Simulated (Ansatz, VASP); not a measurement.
## BeS: VASP beside Ansatz

```
CELL_PARAMETERS angstrom
0.00000 2.54423 2.54423
2.54423 0.00000 2.54423
2.54423 2.54423 0.00000
ATOMIC_POSITIONS crystal
Be 0.00000 0.00000 0.00000
S 0.50000 0.50000 0.50000
```

Change from the starting cell: species swapped into the TePb type (Fm-3m, No. 225).

Alike in both runs: task single point; functional PBE; k mesh 6 × 6 × 6; occupations gaussian, width 0.1 eV; no spin polarisation.

|  | VASP | Ansatz |
| --- | --- | --- |
| version | VASP 6.6.1 | Ansatz 0.2.0 |
| potentials or method | VASP PAW PBE potentials, release 64 (Be, S) | scalar-relativistic, plane waves, PAW |
| plane-wave cutoff (eV) | 520 | 420 |
| valence electrons in the cell | 8 | 8 |

Ansatz gave:

```
gap on the k mesh at the Fermi level (eV) : 0.75
least direct gap on the mesh (eV)         : 2.83
pressure (GPa)                            : -17.5
```

Problem. Estimate VASP's values.

Solution. gap on the k mesh at the Fermi level (eV): 0.76; least direct gap on the mesh (eV): 2.83; pressure (GPa): -17.6.

The functional is the same, so the differences come from potentials, cutoffs and numerics.

Caveats: so large a pressure means that the cell lies far from this level's equilibrium, or that cutoff or potentials fall short (VASP). A k mesh can miss the band edges.
